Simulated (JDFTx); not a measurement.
SiS (silylene, thioxo-) in JDFTx: the effect of solvent

Molecule: SiS (silylene, thioxo-), in a box.

```
Si S
1.0
     9.00000    0.00000    0.00000
     0.00000    9.00000    0.00000
     0.00000    0.00000   11.00000
Si S
1 1
Direct
  0.50144 0.50233 0.41539
  0.50144 0.50233 0.59079
```

Alike in all runs:

- Program: JDFTx 1.7.0 (patched build)
- Task: solvation
- Functional: LDA
- Potentials or basis: PseudoDojo-SR-LDA-0.4.1-standard with smoothed tails
- Cutoff: 735 eV
- Density cutoff: 2939 eV
- k mesh: 1 × 1 × 1
- Occupations: fixed
- Spin: no spin polarisation

```tsv
solvent	largest force (eV/Å)
H2O	0.48
ethanol	0.97
Glyme	0.19
octanol	0.29
CH2Cl2	0.48
CarbonDisulfide	?
```

What does the run with solvent CarbonDisulfide give?

Largest force 0.11 eV/Å.

Caveats: forces in the liquid are good to some per cent; the liquid is a continuum model, checked here against plausible ranges alone; the model isn't fitted for this solvent (some runs).
